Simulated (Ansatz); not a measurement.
## ZnO: the gap under strain

ZnO, P6_3mc, a = 3.279 Å, c = 5.293 Å. Ansatz: PBE, PAW, 420 eV, Γ-centred 12×12×6 mesh on 4 atoms, Gaussian smearing 0.02 eV; no spin polarisation. Series: strain along c alone, the other axes held, atoms relaxed; x is the strain in per cent. The gap is sought over the whole zone.

| x (%) | gap y (eV) |
| --- | --- |
| -6.0 | ? |
| -4.0 | 0.848 |
| -2.0 | 0.797 |
| 0.0 | 0.744 |
| 2.0 | 0.686 |
| 4.0 | 0.623 |
| 6.0 | 0.556 |

Q: Fit y = E0 + c1 x + c2 x² to the other rows, give the deformation potential for this strain, and predict the missing gap.

A: Least squares on the rows shown. y = 0.7439 − 0.02807 x − 0.0005357 x². The deformation potential is 100 c1 = -2.81 eV per unit strain. At x = -6.0 the fit asked for gives 0.893 eV. The run gave 0.897 eV, so the fit is 0.004 eV too low, a small miss on the scale of the series.

Semilocal functionals give gaps under the measured ones; where shallow d states of Zn, Cd, Cu or Ag mix into an O valence top, changes of the gap are off too.